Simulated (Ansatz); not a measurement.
# Au-Zn stack of (100) layers: lattice stability ahead of a resistivity run, part 2 of 3

Question: is the lattice of Au-Zn stack of (100) layers stable, and if so, what are its coupling constant and resistivity?

Ansatz 0.2.0; DFT PBEsol, scalar-relativistic, plane waves, PAW; PAW set soft_1.

So far: Starting point; Relaxing cell and atoms.

**3. Relaxing tightly for phonons**

Phonons are second derivatives about the minimum, so the remaining forces must be small: the thresholds are tightened.

Input file input.yaml:

```yaml
crystal:
  lattice:
    - [2.697251394, 0.0, 0.0]
    - [0.0, 2.697251394, 0.0]
    - [0.0, 0.0, 27.7257976725]
  atoms:
    - { symbol: Au, position: [0.0, 0.0, 0.1981559185] }
    - { symbol: Zn, position: [0.5, 0.5, 0.2693833802] }
  periodic: [true, true, false]
kpoints:
  mp_grid: { grid: [12, 12, 1] }
hamiltonian:
  xc: pbesol
  pseudopotentials: { kind: paw, azcp: { folder: soft_1 }, xc_functional: pbe }
scf:
  occupations: { method: methfessel_paxton, width: 0.2 }
output:
  forces: true
  stress: true
  eigenvalues: true
  write_density: true
  write_potential: true
  elf: true
  volumetric_format: npy
relax:
  adjacent_minimum: "off"
  f_tol: 0.001
  max_steps: 60
  cell: { stress_2d_tol: 0.002 }
```

Started as:

```
$ ansatz run input.yaml --threads 8 --pin off --max-ram 20480MiB --backend cpu --events-out ev --progress --plain --runs-dir out
```

Numbers of over 12 decimals in the logs are rounded to 6 here.

The log of the run:

```text
[the first part of the log is left out]
  E_vxc        = -311.165514  (∫ρ·V_xc dr)
  E_paw        = -11448.868875  (= ΣΔE_a)
  E_vpaw       = -815.529959  (= ΣTr[D̂ρ^β])
  E_aug_tail   = 0.001274  (compensation charges beyond the density's cutoff)
  E_ewald      = 30502.597553
  E_core_change = 1.106883  (= ΣΔE_core)
  E_smearing   = -0.004148  (= −TS)
  E_closure    = 0.000000  (closes the sum)
  Σ components = -16289.002035   (vs F -16289.002035, Δ=0.00e0)
--- Forces (eV/Å), atoms counted from 1 ---
  atom   1  Au    -0.00000000    -0.00000000     0.00002834
  atom   2  Zn     0.00000000     0.00000000    -0.00002833
  max |Σ_I F_I| component: 1.54e-8 eV/Å
--- 2D stress c σ (N/m, compression-positive) ---
       -0.000208      -0.000000      -0.000000
       -0.000000      -0.000208      -0.000000
       -0.000000      -0.000000      -0.000000
  P = ½ c Tr σ = -0.0002 N/m
--- Band table (eV; the first three rows and the last of 28) ---
[...]
° read free of the cell's end (the report's vacuum.weakly_bound_levels)
--- Relaxed structure (5 steps of the walk, 5 accepted, 1 SCFs on fresh bases) ---
[...]
cell:  # Å, volume = 201.5781 Å³
    - [2.696371, 0.0, 0]
    - [0.0, 2.696371, 0.0]
    - [0, 0.0, 27.7257976725]
  atoms:
    - { symbol: Au, position: [0, 0.0, 0.197906] }
    - { symbol: Zn, position: [0.500000, 0.500000, 0.269633] }
```

It took 15 s on 8 threads of Arm Neoverse V2, shared host; peak memory 0.65 GiB; 1.8 min of CPU time.

Relaxation path:

| step | energy less that of the first step (eV) | largest force component (eV/Å) | volume (Å³) |
| --- | --- | --- | --- |
| 1 | 0.0000 | 0.0329 | 201.71 |
| 2 | -0.0002 | 0.0061 | 201.93 |
| 3 | -0.0002 | 0.0025 | 201.82 |
| 4 | -0.0002 | 0.0004 | 201.58 |
| 5 | -0.0002 | 0.0000 | 201.58 |
| 6 | -0.0002 | 0.0000 | 201.58 |

The log counts 1 steps on a newly chosen plane-wave basis, not all of them marked here; energy and pressure can jump at such steps.

| cell as run | before | after | change |
| --- | --- | --- | --- |
| a (Å) | 2.697 | 2.696 | -0.0 % |
| b (Å) | 2.697 | 2.696 | -0.0 % |

The relaxed structure:

```xyz
2
Lattice="2.6964 0.0000 0.0000 0.0000 2.6964 0.0000 0.0000 0.0000 27.7258" Properties=species:S:1:pos:R:3
Au    0.0000    0.0000    5.4871
Zn    1.3482    1.3482    7.4758
```

Valence density in the ca plane at fractional y = 0.000, with atoms of Au within 0.2 Å of it. It is the smooth field of the valence electrons, not physical close to the nuclei.

Ten steps, logarithmic in the rise over the least value, from '0' (0 e/Å³) to '9' (14 e/Å³), each cell a mean:
```
00000000000136898631110000000000000000000000
00000000000125776421111000000000000000000000
00000000000013454321111000000000000000000000
00000000000012232211211100000000000000000000
00000000000012333211111000000000000000000000
00000000000024665321111000000000000000000000
00000000000136888531110000000000000000000000
00000000000137999631110000000000000000000000
```
Columns run along c (16.0 Å, from fractional 0.00 to 0.58 of the cell), rows up along a (2.7 Å). Atoms in or near the plane, at fractional coordinates: Au at (0.20, 0.00).

Electrostatic potential energy in the ca plane at fractional y = 0.000, with atoms of Au within 0.2 Å of it. With pseudopotentials it is smooth inside the atoms' cores, unlike the true potential.

Values in eV, 5 rows by 16 columns, each cell a mean:
```
  0   0   0   0 -13 -47 -22  -3  -1   0   0   0   0   0   0   0
  0   0   0   0  -4 -23  -9  -4  -2  -1   0   0   0   0   0   0
  0   0   0   0  -2  -9  -5  -5  -3  -1   0   0   0   0   0   0
  0   0   0   0  -7 -35 -13  -4  -2   0   0   0   0   0   0   0
  0   0   0   0 -16 -47 -25  -2  -1   0   0   0   0   0   0   0
```
Columns run along c (16.0 Å, from fractional 0.00 to 0.58 of the cell; values clipped at the 3rd and 97th percentile), rows up along a (2.7 Å). Atoms in or near the plane, at fractional coordinates: Au at (0.20, 0.00).

ELF in the ca plane at fractional y = 0.000, with atoms of Au within 0.2 Å of it. It is the smooth field of the valence electrons, not physical close to the nuclei.

Ten even steps from '0' (0.00) to '9' (0.81), each cell a mean:
```
00000000012346786532233221000000000000000000
00000000001235565432333321000000000000000000
00000000001233443333334432100000000000000000
00000000000123333323334432100000000000000000
00000000001223333333344432100000000000000000
00000000001234554432334331000000000000000000
00000000012345676532233321000000000000000000
00000000012346897542223211000000000000000000
```
Columns run along c (16.0 Å, from fractional 0.00 to 0.58 of the cell), rows up along a (2.7 Å). Atoms in or near the plane, at fractional coordinates: Au at (0.20, 0.00).

**4. Lattice stability: q 2×2×1, k 6×6×1**

Couplings are defined for a stable lattice alone, so phonons come first.

input.yaml, the sections that differ from step 3:

```yaml
crystal:
  lattice:
    - [2.6963707319, 0.0, 0.0]
    - [0.0, 2.6963707319, 0.0]
    - [0.0, 0.0, 27.7257976725]
  atoms:
    - { symbol: Au, position: [0.0, 0.0, 0.197906431] }
    - { symbol: Zn, position: [0.5, 0.5, 0.2696328677] }
  periodic: [true, true, false]
kpoints:
  mp_grid: { grid: [6, 6, 1] }
output:
  eigenvalues: true
phonons:
  method: dfpt
  qmesh: [2, 2, 1]
  temperatures: { t_max: 1000, t_step: 50 }
  qpath:
    path: [[0.0, 0.0, 0.0], [0.0, 0.5, 0.0], [0.5, 0.5, 0.0], [0.0, 0.0, 0.0]]
    npoints: 10
# hamiltonian, scf: as in step 3
# relax: removed
```

The log of the run:

```text
[...]
Crystal: 2 atoms, lattice volume = 201.578 Å³
Basis set: ecut = 420 eV, 4009 PW (Γ), exchange–correlation on 40×40×384 points (8 copies of the dense FFT grid, shifted against one another)
Bands: 20, of which v1, the nominal top of the filled ones, is band 16 counted from 1 (15 counted from 0)
Symmetry: 8 space group operations
k-points: 10 of 36
[...]
SCF iter   1: F=—  HF=-16289.491499 eV  |F-HF|=—  |Δ(HF+E_count)|=         —  Δρ=2.81e-2  dr2=1.68e0  ethr=3.10e-3  ⟨swp⟩=12.7  Hψ=1727  notcnv=0
[...]
SCF iter  13: F=-16289.027068 eV  HF=-16289.027068 eV  |F-HF|=5.09e-11  |Δ(HF+E_count)|=  1.47e-10  S|Δr|=    0.00e0  Δρ=1.43e-8  dr2=6.17e-13  ethr=1.00e-12  ⟨swp⟩=17.5  Hψ=1671  notcnv=0
SCF 1 converged in 13 iterations: F = -16289.027068 eV  dr2 = 6.17e-13
[...]
phonons: the bands overlap, so this run is a metal and interpolates without the dipole-dipole term. If the crystal is really an insulator or semiconductor, its LO-TO splitting is missing
NSCF: frozen V_eff on 10 k-points
WARN: eigensolver did not converge (k=2): 1 band(s) unlocked after 2 eigensolves, warm-restarted (20 sweeps on the last) at ethr=1.89e-12 eV (storage-precision floor; scheduled 1.00e-12 eV) (lowest unlocked band 19, counted from 0; max residual 5.28e-6 eV among the unlocked bands, 5.28e-6 eV over every band; other slots of this pass that fall short are told together in one closing line; warning suppressed until the next SCF loop or pass starts)
WARN: eigensolver did not converge in 4 slots of this pass, the one above among them; of largest residual over every band (k=7): 1 band(s) unlocked (lowest unlocked band 19, counted from 0; max residual 4.59e-4 eV among the unlocked bands, 4.59e-4 eV over every band); of lowest unlocked band (k=2): band 19
[...]
DFPT response loops at q = (0, 0, 0) (fractional): preconditioner auto → none (partly filled bands, converged f_vac=0.779); β = 0.50; Broyden in place of MSR1
[...]
SCF converged after 13 iterations
Stability not checked: this state was not tested for a lower state beside it, because cold or Methfessel-Paxton smearing, or corrected tetrahedra, fill the levels in a way that the test cannot read (fill_not_monotonic; see scf.lower_state_search)
Free energy (F): -16289.027068 eV
[...]
Internal energy: -16289.031608 eV  (E = F + TS)
E sigma→0 (E₀):  -16289.028203 eV
Entropy (-TS):   0.004540 eV (2.270 meV/atom)
Fermi energy:    -5.178424 eV
Step filling:    the computed levels leave a gap of 0.5449 eV = 2.7 smearing widths at the electron count; against every level under it full and every level over it empty, smearing changes F+E_penalty+E_count by +3.285 meV and its σ→0 estimate by +2.150 meV
[...]
--- Band table (eV; the first three rows and the last of 10) ---
  k-point 0: bands = [... 12 lower, -7.8415, -7.8415, -7.8386, -6.9971, -4.6192, -0.5721 (-0.5827°), 0.1462, 0.5787]
  k-point 1: bands = [... 12 lower, -8.6467, -7.7812, -7.4281, -7.3344, -3.5715, -0.0118 (-0.0213°), 0.7074, 1.1604]
  k-point 2: bands = [... 12 lower, -8.5157, -8.1903, -7.6585, -6.0036, -2.3007, -1.0909, 1.6580, 2.2279]
  k-point 9: bands = [... 12 lower, -8.0038, -5.7594, -2.6141, -2.6141, -0.5547, 1.2373, 1.8102, 1.8102]
  ° read free of the cell's end (the report's vacuum.weakly_bound_levels)
--- Phonons (Γ-DFPT): 4 representative perturbations + reference (Σ response iterations 19) ---
  ASR residual: 2.822e-5 → 0.000e0 eV/Å²; symmetrization residual: 1.536e-5 eV/Å²
  ASR residual per site (eV/Å²): 1.86e-5 2.82e-5
  Γ frequencies (cm⁻¹): 0.00 0.00 0.00 69.63 69.63 137.61
--- Phonons (arbitrary-q DFPT): 3 irreducible q on the 2×2×1 mesh ---
  q = [0.0000, 0.0000, 0.0000] (star 1, of the zone-centre solve; hermiticity 8.99e-6, symmetrization 2.45e-13): -0.00 0.00 0.00 69.63 69.63 137.61
  q = [0.0000, -0.5000, 0.0000] (star 2, 6 solved perturbations on 16 of 36 k-point pairs; hermiticity 1.34e-6, symmetrization 1.39e-10): 40.13 40.92 42.02 74.91 158.63 177.99
  q = [-0.5000, -0.5000, 0.0000] (star 1, 4 solved perturbations in 52 linear systems a pass and spin channel, the states on 16 of 36 k-point pairs; hermiticity 9.17e-8, symmetrization 7.32e-11): 65.37 89.58 127.77 127.77 173.94 173.94
  sum rule: each row above includes the acoustic sum rule's correction from the zone centre's row sums; it moved no ω² by more than (0.34 cm⁻¹)²
  mesh force constants: q→R imaginary residual 7.94e-18; ASR residual 2.822e-5 → 0.000e0 eV/Å²; symmetrization residual 3.553e-15 eV/Å²
  interpolated dispersion: 31 rows × 6 modes
  density of states and harmonic sums: on the 24×24×1 q-mesh, interpolated from the force constants of a 2×2×1 supercell (no non-analytic term)
  largest difference from the sums on the solved wave vectors: F 4.39e-2 eV, S 7.28e-5 and C_V 2.89e-5 eV/K
  zero-point energy: 0.034920 eV/cell   skipped modes (ω ≤ 0): 39, of them read as no rigid motion or as one in doubt: 36 (4.097e-1 modes/cell left out, lowest -32.89 cm⁻¹)   left out of the sums: 6.92e-2 of the cell's modes: C_V's classical limit lies that fraction below 3 k_B per atom; for a crystal, a wire or a layer, F and S can be off by more, and a phonons.interpolated_qmesh denser along its periods is the remedy for the sampling
```

It took 18 s on 8 threads; peak memory 0.88 GiB; 2 min of CPU time.

Reading the cycles: dr2 is the Hartree energy of the density residual (eV), the measure of convergence; HF is the Harris–Foulkes estimate of the energy, which meets the free energy F at convergence.

This step gave:

```yaml
share_of_imaginary_modes_in_the_plain_interpolation_between_solved_wavevectors: 0.065
highest_frequency_solved_or_plainly_interpolated: 178 cm⁻¹
```

Solved on the 2×2×1 mesh alone; all other wavevectors are interpolated. The phonon branches at the labelled points (cm⁻¹):

| point | branch 1 | branch 2 | branch 3 | branch 4 | branch 5 | branch 6 |
| --- | --- | --- | --- | --- | --- | --- |
| Γ | 0 | 0 | 0 | 70 | 70 | 138 |
| halfway | -24 | 22 | 60 | 95 | 128 | 138 |
| X | 40 | 41 | 42 | 75 | 159 | 178 |
| halfway | 52 | 81 | 97 | 118 | 152 | 175 |
| M | 65 | 90 | 128 | 128 | 174 | 174 |
| halfway | -11 | 92 | 98 | 116 | 132 | 137 |
| Γ | 0 | 0 | 0 | 70 | 70 | 138 |

The phonon branches as a text plot (rows in cm⁻¹):

```
    174 |            ************************
    165 |           *                 *      ***
    156 |            *****************          **
    147 |         ***                             **
    138 |****   ****                                ***       ***
    130 |    *****                **************    **********
    121 |                        *  ***      *******
    112 |      *                  **              *******
    103 |    **                **
     94 |       *****            *                *****  **
     86 |  **  *     **       *** ****************     **  ***
     77 | *            ***********                            **
     68 |******             ***        ******            **     *
     59 |      *****        **    *****      ***
     50 |  **       ***   **   ***              **         ***
     42 |              ********
     33 |           *****                         **
     24 | *     **** **                                       **
     15 |    ***    *
      6 | ***
     -2 |*                                                      *
    -11 | *                                         ***
    -20 |  **   ****                                          **
    -29 |    ***                                       *******
         Γ               X               M                      Γ
```

Lowest modes at the softest wavevector of the mesh. Modes at q = (0.500, 0.000, 0.000), with each element's share of the kinetic energy:

| mode | frequency (cm⁻¹) | Au % | Zn % |
| --- | --- | --- | --- |
| 1 | 40.1 | 0 | 100 |
| 2 | 40.9 | 90 | 10 |
| 3 | 42.0 | 100 | 0 |
| 4 | 74.9 | 7 | 93 |
| 5 | 158.6 | 10 | 90 |
| 6 | 178.0 | 93 | 7 |

Displacements in mode 1 (40.1 cm⁻¹), the largest set to 1, in the home cell:
```
Au1 0.00 0.00 0.00
Zn2 0.00 1.00 0.00
```

Displacements in mode 4 (74.9 cm⁻¹), the largest set to 1, in the home cell:
```
Au1 0.15 0.00 0.00
Zn2 0.00 0.00 1.00
```

Among the solved wavevectors the lowest mode, translations apart, is 40.1 cm⁻¹, so these are real on this k mesh.

(Continued in part 3 of 3.)

[Logs are printed without paths, hosts, clocks, repeated set-up lines and the standing remarks that a program may print on its own settings, such as how far it seeks lower states.]

[Hosts, paths, dates, database ids (printed as entryN), source tags and the programs' standing remarks are cut or masked in the printed files.]
